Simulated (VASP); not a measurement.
# TiO2 (Anatase) (I4_1/amd) in VASP: notebook

One crystal, TiO2 (Anatase), is run at these levels: PBE; tasks: single point.

All numbers are computed with VASP 6.6.1; they aren't measurements. Logs are shortened: lines on timing, memory, paths and dates and some standing lists are left out, and cuts for length are marked.

### Step 1. The crystal as given

It takes space group I4_1/amd (No. 141, tetragonal). The conventional cell has a = 3.784 Å, b = 3.784 Å, c = 9.515 Å, α = 90.00°, β = 90.00°, γ = 90.00°. Around Ti (site symmetry -4m2) lie 6 O at 1.93 to 1.98 Å. O (site symmetry 2mm) is surrounded by 3 Ti at 1.93 to 1.98 Å.

### Step 2. Single point, PBE

The input, INCAR:

```
SYSTEM = TiO2
ADDGRID = .FALSE.
ALGO = Normal
EDIFF = 1E-6
ENCUT = 460
GGA = PE
ISIF = 2
ISMEAR = 0
LASPH = .TRUE.
LCHARG = .FALSE.
LREAL = .FALSE.
LWAVE = .FALSE.
NELM = 100
PREC = Accurate
SIGMA = 0.05
```

The input, KPOINTS:

```
k-points
0
G
  5 5 5
  0 0 0
```

The input, POSCAR:

```
TiO2
1.0
   -1.8921000000      1.8921000000      4.7573000000
    1.8921000000     -1.8921000000      4.7573000000
    1.8921000000      1.8921000000     -4.7573000000
Ti O
2 4
Direct
    0.7634100000      0.2505420000      0.5022120000
    0.0240310000     -0.0225460000     -0.0109780000
    0.8032660000      0.7916050000      0.0039110000
    0.5255800000      0.0234350000      0.4817660000
    0.9615640000      0.4693800000      0.5068500000
    0.1853180000      0.2146180000     -0.0384270000
```

Potentials or basis: VASP PAW PBE potentials, release 64 (Ti, O).

Run with:

```
cat potpaw_PBE.64/Ti/POTCAR potpaw_PBE.64/O/POTCAR > POTCAR
mpirun -np 1 vasp_std > vasp.out
```

OUTCAR:

```text
SYSTEM = TiO2
   EDIFF = 1E-6
   ENCUT = 460
   GGA = PE
   ISIF = 2
   ISMEAR = 0
   LASPH = .TRUE.
   LREAL = .FALSE.
   NELM = 100
   PREC = Accurate

 Found     63 irreducible k-points:

 Following reciprocal coordinates:
            Coordinates               Weight
  0.000000  0.000000  0.000000      1.000000
  0.200000 -0.000000  0.000000      2.000000
 -0.000000  0.200000  0.000000      2.000000
 -0.000000  0.200000 -0.200000      2.000000
  0.200000 -0.000000 -0.200000      2.000000
  0.400000  0.000000  0.000000      2.000000
   k-points           NKPTS =     63   k-points in BZ     NKDIM =     63   number of bands    NBANDS=     20
   number of dos      NEDOS =    301   number of ions     NIONS =      6
   total plane-waves  NPLWV =  64000
   dimension x,y,z NGX =    40 NGY =   40 NGZ =   40
   dimension x,y,z NGXF=    80 NGYF=   80 NGZF=   80
   ions per type =               2   4
   NGX,Y,Z   is equivalent  to a cutoff of  12.18, 12.18, 12.18 a.u.
   NGXF,Y,Z  is equivalent  to a cutoff of  24.37, 24.37, 24.37 a.u.
 SYSTEM =  TiO2
   PREC   = accura    normal or accurate (medium, high low for compatibility)
   ISTART =      0    job   : 0-new  1-cont  2-samecut
   ICHARG =      2    charge: 1-file 2-atom 10-const
   ISPIN  =      1    spin polarized calculation?
   LNONCOLLINEAR =      F non collinear calculations
   LSORBIT =      F    spin-orbit coupling
   LASPH  =      T    aspherical Exc in radial PAW
   ENCUT  =  460.0 eV  33.81 Ry    5.81 a.u.   9.55  9.55  9.55*2*pi/ulx,y,z
   NELM   =    100;   NELMIN=  2; NELMDL= -5     # of ELM steps
   EDIFF  = 0.1E-05   stopping-criterion for ELM
   LREAL  =      F    real-space projection
   EDIFFG = 0.1E-04   stopping-criterion for IOM
   NSW    =      0    number of steps for IOM
   IBRION =     -1    ionic relax: 0-MD 1-quasi-New 2-CG
   NFREE  =      0    steps in history (QN), initial steepest desc. (CG)
   ISIF   =      2    stress and relaxation
   ISYM   =      2    0-nonsym 1-usesym 2-fastsym
   POTIM  = 0.5000    time-step for ionic-motion
   TEBEG  =    0.0;   TEEND  =   0.0 temperature during run
   PSTRESS=    0.0 pullay stress
   NELECT =      32.0000    total number of electrons
   NUPDOWN=      -1.0000    fix difference up-down
   EMIN   =  10.00;   EMAX   =-10.00  energy-range for DOS
[... 5 lines left out ...]
     AMIX     =   0.40;   BMIX     =  1.00
     AMIX_MAG =   1.60;   BMIX_MAG =  1.00
  volume/ion in A,a.u.               =      11.35        76.62
  Fermi-wavevector in a.u.,A,eV,Ry     =   1.272590  2.404847 22.034444  1.619486
  Thomas-Fermi vector in A             =   2.405460
   LORBIT       =      0    0 simple, 1 ext, 2 COOP (PROOUT), +10 PAW based schemes
   GGA     = PE    functional components
   LHFCALC =     F    Hartree Fock is set to
   AEXX    =    0.0000 exact exchange contribution
   IVDW    =     0    specifies the selected vdW correction
   LEPSILON=     F    determine dielectric tensor
   LRPA    =     F    only Hartree local field effects (RPA)
 non-spin polarized calculation
 Gauss-broadening in eV      SIGMA  =   0.05
  energy-cutoff  :      460.00
  volume of cell :       68.13
 maximum number of plane-waves:      1547
 NGX is ok and might be reduce to    40
   NGX = 19   NGY = 19   NGZ = 19

 number of electron      32.0000003 magnetization

 Free energy of the ion-electron system (eV)
  ---------------------------------------------------
  ext. energy  EPLUGINS =         0.00000000
  ---------------------------------------------------
  free energy    TOTEN  =       -52.51203654 eV

  energy without entropy =      -52.51203654  energy(sigma->0) =      -52.51203654

 E-fermi :   1.0555     XC(G=0): -10.5289

 val. band max:        0.7799289040   @ k =   0.0000   0.0000  -0.4000
 cond. band min:       2.9959171114   @ k =   0.0000   0.0000   0.0000
 fundamental gap:      2.2159882075
 Fermi energy:         1.0555005804

 k-point     1 :       0.0000    0.0000    0.0000
  band No.  band energies     occupation
      1     -16.9495      2.00000
      2     -16.0537      2.00000
      3     -15.8430      2.00000
      4     -15.5295      2.00000
      5      -3.1881      2.00000
      6      -3.0603      2.00000
[... 12 lines left out ...]
     19       4.2134      0.00000
     20       4.4019      0.00000

 k-point     2 :       0.2000   -0.0000    0.0000
  band No.  band energies     occupation
      1     -16.7743      2.00000
      2     -15.9664      2.00000
      3     -15.7571      2.00000
      4     -15.5042      2.00000
      5      -3.3667      2.00000
      6      -3.1748      2.00000
[... 12 lines left out ...]
     19       3.9159      0.00000
     20       4.2926      0.00000

 k-point     3 :      -0.0000    0.2000    0.0000
  band No.  band energies     occupation
      1     -16.7687      2.00000
      2     -15.9959      2.00000
      3     -15.7901      2.00000
      4     -15.5001      2.00000
      5      -3.6313      2.00000
      6      -3.1086      2.00000
[... 12 lines left out ...]
     19       3.8954      0.00000
     20       4.1806      0.00000

 k-point     4 :      -0.0000    0.2000   -0.2000
  band No.  band energies     occupation
      1     -16.7683      2.00000
      2     -15.9684      2.00000
      3     -15.7616      2.00000
      4     -15.5044      2.00000
      5      -3.3720      2.00000
      6      -3.2071      2.00000
[... 12 lines left out ...]
     19       3.8925      0.00000
     20       4.2935      0.00000

 k-point     5 :       0.2000   -0.0000   -0.2000
  band No.  band energies     occupation
      1     -16.7718      2.00000
      2     -15.9946      2.00000
      3     -15.7874      2.00000
      4     -15.5008      2.00000
      5      -3.6146      2.00000
      6      -3.1387      2.00000
[... 12 lines left out ...]
     19       3.9339      0.00000
     20       4.1397      0.00000

 k-point     6 :       0.4000    0.0000    0.0000
  band No.  band energies     occupation
      1     -16.5039      2.00000
      2     -15.7851      2.00000
      3     -15.6426      2.00000
      4     -15.4246      2.00000
      5      -3.9047      2.00000
      6      -3.3870      2.00000
[... 12 lines left out ...]
     19       4.2662      0.00000
     20       4.5780      0.00000

 [... further k-points ...]
[... 5 lines left out ...]
  --------------------------------------------------------------------------------------
  -------------------------------------------------------------------------------------
  Total        5.3018791      7.5751014      1.1211111      0.1873848      0.3616506      0.4103983
  in kB      124.6900213    178.1518482     26.3663808      4.4069315      8.5053270      9.6517806
  external PRESSURE =     109.7360835 kB  Pullay stress =       0.0000000 kB

 VOLUME and BASIS-vectors are now :
 -----------------------------------------------------------------------------
  energy-cutoff  :      460.00
  volume of cell :       68.13
      direct lattice vectors                 reciprocal lattice vectors
    -1.892100000  1.892100000  4.757300000     0.000000000  0.264256646  0.105101633
     1.892100000 -1.892100000  4.757300000     0.264256646  0.000000000  0.105101633
     1.892100000  1.892100000 -4.757300000     0.264256646  0.264256646  0.000000000

 POSITION                                       TOTAL-FORCE (eV/Angst)
 -----------------------------------------------------------------------------------
     -0.02016      1.92063      2.43450         0.093421     -1.692750      0.030492
      3.67530      0.06736      0.05929         1.314026     -0.984770     -0.405963
     -0.01466      0.02946      7.56867         0.151702     -0.551432     -0.024737
     -0.03856      1.86166      0.31992         0.273830      0.587990      1.248109
      0.02775      1.89027      4.39619        -1.812813     -0.239648      0.138350
      1.87483      1.76395     -2.67188        -0.020166      2.880610     -0.986252
 -----------------------------------------------------------------------------------
    total drift:                               -0.000097      0.000058     -0.000280

  FREE ENERGIE OF THE ION-ELECTRON SYSTEM (eV)
  ---------------------------------------------------
  free  energy   TOTEN  =       -52.5120365369 eV

  energy  without entropy=      -52.5120365369  energy(sigma->0) =      -52.51203654
```

Run time: 100 s. Hardware: 1 thread of Intel Xeon Platinum 8488C (Sapphire Rapids), shared host; peak memory 0.26 GiB.

The run converged, but some of its settings lie outside the range that counts as converged, so its numbers aren't taken as properties of the crystal.

Results:

```yaml
Free_energy: -52.5120 eV
Pressure: 11.0 GPa
Largest_force: 3.045 eV/Å
Band_gap_on_the_k_mesh: 2.22 eV, indirect (least direct gap 2.63 eV)
```

Caveat: the k mesh is coarse (spacing up to 0.47 Å⁻¹), so the values aren't converged; the cutoff is under 1.25 times the usual one of these potentials, so pressure, stress and relaxed cells hold a basis-set (Pulay) error; an odd mesh through Γ misses points on the zone boundary, where band edges often lie.

### Step 3. Single point, PBE

Edit INCAR of step 2 so:

```diff
@@ -1,5 +1,5 @@
 SYSTEM = TiO2
-ADDGRID = .FALSE.
+ADDGRID = .TRUE.
 ALGO = Normal
-EDIFF = 1E-6
+EDIFF = 1E-7
 ENCUT = 460
```

KPOINTS is that of step 2.

The input, POSCAR:

```
TiO2
1.0
   -1.8921000000      1.8921000000      4.7573000000
    1.8921000000     -1.8921000000      4.7573000000
    1.8921000000      1.8921000000     -4.7573000000
Ti O
2 4
Direct
    0.7500000000      0.2500000000      0.5000000000
    0.0000000000      0.0000000000      0.0000000000
    0.7919000000      0.7919000000      0.0000000000
    0.5419000000      0.0419000000      0.5000000000
    0.9581000000      0.4581000000      0.5000000000
    0.2081000000      0.2081000000      0.0000000000
```

Potentials or basis: VASP PAW PBE potentials, release 64 (Ti, O).

Run with:

```
cat potpaw_PBE.64/Ti/POTCAR potpaw_PBE.64/O/POTCAR > POTCAR
mpirun -np 1 vasp_std > vasp.out
```

OUTCAR:

```text
SYSTEM = TiO2
   EDIFF = 1E-7
   ENCUT = 460
   GGA = PE
   ISIF = 2
   ISMEAR = 0
   LASPH = .TRUE.
   LREAL = .FALSE.
   NELM = 100
   PREC = Accurate

 Found     18 irreducible k-points:

 Following reciprocal coordinates:
            Coordinates               Weight
  0.000000  0.000000  0.000000      1.000000
  0.200000 -0.000000  0.000000      8.000000
  0.400000  0.000000  0.000000      8.000000
  0.200000  0.200000  0.000000      8.000000
  0.400000  0.200000  0.000000     16.000000
 -0.400000  0.200000 -0.000000     16.000000
   k-points           NKPTS =     18   k-points in BZ     NKDIM =     18   number of bands    NBANDS=     20
   number of dos      NEDOS =    301   number of ions     NIONS =      6
   total plane-waves  NPLWV =  64000
   dimension x,y,z NGX =    40 NGY =   40 NGZ =   40
   dimension x,y,z NGXF=    80 NGYF=   80 NGZF=   80
   ions per type =               2   4
   NGX,Y,Z   is equivalent  to a cutoff of  12.18, 12.18, 12.18 a.u.
   NGXF,Y,Z  is equivalent  to a cutoff of  24.37, 24.37, 24.37 a.u.
 SYSTEM =  TiO2
   PREC   = accura    normal or accurate (medium, high low for compatibility)
   ISTART =      0    job   : 0-new  1-cont  2-samecut
   ICHARG =      2    charge: 1-file 2-atom 10-const
   ISPIN  =      1    spin polarized calculation?
   LNONCOLLINEAR =      F non collinear calculations
[... 55 lines left out ...]

 val. band max:        0.6899682113   @ k =  -0.4000   0.4000   0.0000
 cond. band min:       2.6427374454   @ k =   0.0000   0.0000   0.0000
 fundamental gap:      1.9527692341
 Fermi energy:         0.9073668390

 k-point     1 :       0.0000    0.0000    0.0000
  band No.  band energies     occupation
      1     -16.9981      2.00000
      2     -15.9498      2.00000
      3     -15.9368      2.00000
      4     -15.4713      2.00000
      5      -3.2719      2.00000
      6      -3.1560      2.00000
[... 127 lines left out ...]
     19       4.0897      0.00000
     20       4.2690      0.00000

 [... further k-points ...]
[... 5 lines left out ...]
  --------------------------------------------------------------------------------------
  -------------------------------------------------------------------------------------
  Total        3.1742955      3.1742955      3.3707755      0.0000000      0.0000000      0.0000000
  in kB       74.6533383     74.6533383     79.2741717      0.0000000      0.0000000      0.0000000
  external PRESSURE =      76.1936161 kB  Pullay stress =       0.0000000 kB

 VOLUME and BASIS-vectors are now :
 -----------------------------------------------------------------------------
  energy-cutoff  :      460.00
  volume of cell :       68.13
      direct lattice vectors                 reciprocal lattice vectors
    -1.892100000  1.892100000  4.757300000     0.000000000  0.264256646  0.105101633
     1.892100000 -1.892100000  4.757300000     0.264256646  0.000000000  0.105101633
     1.892100000  1.892100000 -4.757300000     0.264256646  0.264256646  0.000000000

 POSITION                                       TOTAL-FORCE (eV/Angst)
 -----------------------------------------------------------------------------------
      0.00000      1.89210      2.37865         0.000000      0.000000     -0.000000
      0.00000      0.00000      0.00000         0.000000      0.000000     -0.000000
      0.00000      0.00000      7.53461         0.000000     -0.000000     -0.163138
      0.00000      1.89210      0.39866        -0.000000      0.000000     -0.163138
      0.00000      1.89210      4.35864        -0.000000      0.000000      0.163138
      0.00000      0.00000      1.97999         0.000000     -0.000000      0.163138
 -----------------------------------------------------------------------------------
    total drift:                                0.000000      0.000000     -0.000000

  FREE ENERGIE OF THE ION-ELECTRON SYSTEM (eV)
  ---------------------------------------------------
  free  energy   TOTEN  =       -52.9274418762 eV

  energy  without entropy=      -52.9274418762  energy(sigma->0) =      -52.92744188
```

OSZICAR:

```text
N       E                     dE             d eps       ncg     rms          rms(c)
DAV:   1     0.369904300364E+03    0.36990E+03   -0.13588E+04   720   0.143E+03
DAV:   2     0.271528569250E+00   -0.36963E+03   -0.35936E+03   928   0.360E+02
DAV:   3    -0.679181901929E+02   -0.68190E+02   -0.67600E+02   972   0.181E+02
DAV:   4    -0.705561621136E+02   -0.26380E+01   -0.26334E+01   860   0.409E+01
DAV:   5    -0.706431686696E+02   -0.87007E-01   -0.86989E-01   944   0.756E+00    0.442E+01
DAV:   6    -0.541658243014E+02    0.16477E+02   -0.11849E+02  1024   0.757E+01    0.146E+01
DAV:   7    -0.534110659372E+02    0.75476E+00   -0.18680E+01  1080   0.362E+01    0.134E+01
DAV:   8    -0.533099010932E+02    0.10116E+00   -0.83844E+00   864   0.252E+01    0.753E+00
DAV:   9    -0.529206780213E+02    0.38922E+00   -0.25626E+00   880   0.144E+01    0.415E-01
DAV:  10    -0.529273962861E+02   -0.67183E-02   -0.72296E-02   852   0.172E+00    0.259E-01
DAV:  11    -0.529305129598E+02   -0.31167E-02   -0.32314E-02   872   0.119E+00    0.447E-01
DAV:  12    -0.529274545267E+02    0.30584E-02   -0.24840E-02  1108   0.123E+00    0.639E-02
DAV:  13    -0.529274540585E+02    0.46829E-06   -0.84068E-04  1000   0.234E-01    0.438E-02
DAV:  14    -0.529274418793E+02    0.12179E-04   -0.64851E-05   904   0.750E-02    0.368E-03
DAV:  15    -0.529274416248E+02    0.25454E-06   -0.21692E-06   840   0.115E-02    0.266E-03
DAV:  16    -0.529274417836E+02   -0.15878E-06   -0.56389E-07   816   0.506E-03    0.172E-03
DAV:  17    -0.529274418762E+02   -0.92638E-07   -0.47008E-08   444   0.200E-03
   1 F= -.52927442E+02 E0= -.52927442E+02  d E =-.556245E-11
```

Wall time 54 s (1 thread of Intel Xeon Platinum 8488C (Sapphire Rapids), shared host); peak memory 0.42 GiB.

These settings aren't checked as converged: the numbers below hold their error.

What came out:

```
Free energy            : -52.9274 eV
Pressure               : 7.6 GPa
Largest force          : 0.163 eV/Å
Band gap on the k mesh : 1.95 eV, indirect (least direct gap 2.27 eV)
```

Caveat: the k mesh is coarse (spacing up to 0.47 Å⁻¹), so the values aren't converged; the cutoff is under 1.25 times the usual one of these potentials, so pressure, stress and relaxed cells hold a basis-set (Pulay) error; an odd mesh through Γ misses points on the zone boundary, where band edges often lie.

### Step 4. Single point, PBE

INCAR is that of step 3.

KPOINTS is that of step 3.

The input, POSCAR:

```
TiO2
1.0
   -1.8921000000      1.8921000000      4.7573000000
    1.8921000000     -1.8921000000      4.7573000000
    1.8921000000      1.8921000000     -4.7573000000
Ti O
2 4
Direct
    0.7634100000      0.2505420000      0.5022120000
    0.0240310000     -0.0225460000     -0.0109780000
    0.8032660000      0.7916050000      0.0039110000
    0.5255800000      0.0234350000      0.4817660000
    0.9615640000      0.4693800000      0.5068500000
    0.1853180000      0.2146180000     -0.0384270000
```

Run with:

```
cat potpaw_PBE.64/Ti/POTCAR potpaw_PBE.64/O/POTCAR > POTCAR
mpirun -np 1 vasp_std > vasp.out
```

Run time: 2.5 min. Hardware: 1 thread of Intel Xeon Platinum 8488C (Sapphire Rapids), shared host; peak memory 0.45 GiB.

The run converged, but some of its settings lie outside the range that counts as converged, so its numbers aren't taken as properties of the crystal.

Results:

```yaml
Free_energy: -52.5120 eV
Pressure: 11.0 GPa
Largest_force: 3.045 eV/Å
Band_gap_on_the_k_mesh: 2.22 eV, indirect (least direct gap 2.63 eV)
```

Caveat: the k mesh is coarse (spacing up to 0.47 Å⁻¹), so the values aren't converged; the cutoff is under 1.25 times the usual one of these potentials, so pressure, stress and relaxed cells hold a basis-set (Pulay) error; an odd mesh through Γ misses points on the zone boundary, where band edges often lie.

[end of part 1 of 2]
